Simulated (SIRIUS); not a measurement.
BP under changes of volume

One of the cells (11.915 Å³/atom); the others are scaled copies at fixed shape and fractional positions:

```
CELL_PARAMETERS angstrom
0.00000 2.28403 2.28403
2.28403 0.00000 2.28403
2.28403 2.28403 0.00000
ATOMIC_POSITIONS crystal
P 0.75000 0.75000 0.75000
B 0.00000 0.00000 0.00000
```

```yaml
Program: SIRIUS 7.10.0
Functional: PBE
Potentials_or_basis: PseudoDojo 0.4.1 PBE standard (scalar relativistic)
Cutoff: 1054 eV
Density_cutoff: 4214 eV
k_mesh: 10 × 10 × 10
Occupations: fermi-dirac, width 0.05 eV
Spin: no spin polarisation
```

```csv
volume (Å³/atom),energy over the lowest point (meV/atom),pressure (GPa),gap on the mesh (eV)
10.981,?,?,?
11.214,12.36,8.3,1.20
11.448,3.10,4.5,1.22
11.915,0.00,-2.2,1.28
12.149,5.24,-5.0,1.30
12.383,14.46,-7.6,1.33
```

What does the run at 10.981 Å³/atom give?

Energy over the lowest point 27.45 meV/atom; pressure 12.5 GPa; gap on the mesh 1.17 eV.

Worked out: A Birch-Murnaghan fit of order 3 (a polynomial in V^(-2/3)) to the other rows has its minimum at 11.75 Å³/atom with B0 = V·E''(V) = 161 GPa and B' = 3.8. It gives 27.39 meV/atom at 10.981 Å³/atom, against the run's 27.45, and -dE/dV = 12.5 GPa, against 12.5. A straight line through the other rows of the gap, of slope 1.32 eV per unit of ln V, extrapolates to 1.17 eV, against the run's 1.17.

Energies are extrapolated to zero smearing.

A mesh can miss the band edges.
